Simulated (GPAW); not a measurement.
A run of GPAW 26.7.0:

Contents of run.py:

```python
from ase.eos import EquationOfState
from ase.io import Trajectory, read
from ase.units import GPa
from gpaw import GPAW, PW

atoms = read('Ge.xyz')

traj = Trajectory('eos.traj', 'w')
volumes, energies = [], []
for x in [0.94, 0.96, 0.98, 1.0, 1.02, 1.04, 1.06]:
    a = atoms.copy()
    a.set_cell(atoms.cell * x**(1 / 3), scale_atoms=True)
    calc = GPAW(mode=PW(600),
                xc='PBE',
                kpts={'size': (8, 8, 4), 'gamma': True},
                occupations={'name': 'fermi-dirac', 'width': 0.05},
                nbands=18,
                convergence={'density': 1e-05, 'energy': 1e-05},
                maxiter=150,
                txt=f'eos-{x:.2f}.txt')
    a.calc = calc
    energies.append(a.get_potential_energy(force_consistent=True))
    volumes.append(a.get_volume())
    p = -a.get_stress()[:3].mean() / GPa
    calc.write(f'eos-{x:.2f}.gpw')
    traj.write(a)
    print(f'{x:.2f} {volumes[-1]:10.4f} A^3 {energies[-1]:14.6f} eV {p:9.3f} GPa', flush=True)

v0, e0, B = EquationOfState(volumes, energies, eos='birchmurnaghan').fit()
print(f'V0 = {v0:.4f} A^3, E0 = {e0:.6f} eV, B0 = {B / GPa:.2f} GPa')
```

The input Ge.xyz:

```xyz
4
Lattice="3.9975858431 0.0000000000 0.0000000000 -1.9987929216 3.4620108940 0.0000000000 0.0000000000 0.0000000000 6.5993779500" Properties=species:S:1:pos:R:3 pbc="T T T"
Ge    -0.0000000002      2.3080072628      6.1842688277
Ge     1.9987929217      1.1540036312      2.8845798527
Ge    -0.0000000002      2.3080072628      3.7147980973
Ge     1.9987929217      1.1540036312      0.4151091223
```

Potentials or basis: GPAW PAW data sets (gpaw-data 1.2.1), pw.

Run with:

```bash
$ OMP_NUM_THREADS=1 python run.py
```

Hardware: 1 thread of Intel(R) Xeon(R) Platinum 8488C (Sapphire Rapids), on a shared host.

Estimate the wall time of this run.

Run time: 2.6 min on 1 thread of Intel(R) Xeon(R) Platinum 8488C (Sapphire Rapids) (shared host), peak memory 0.34 GiB. Counts: scf iterations 63, plane waves 2884, bands 18, k points 35.
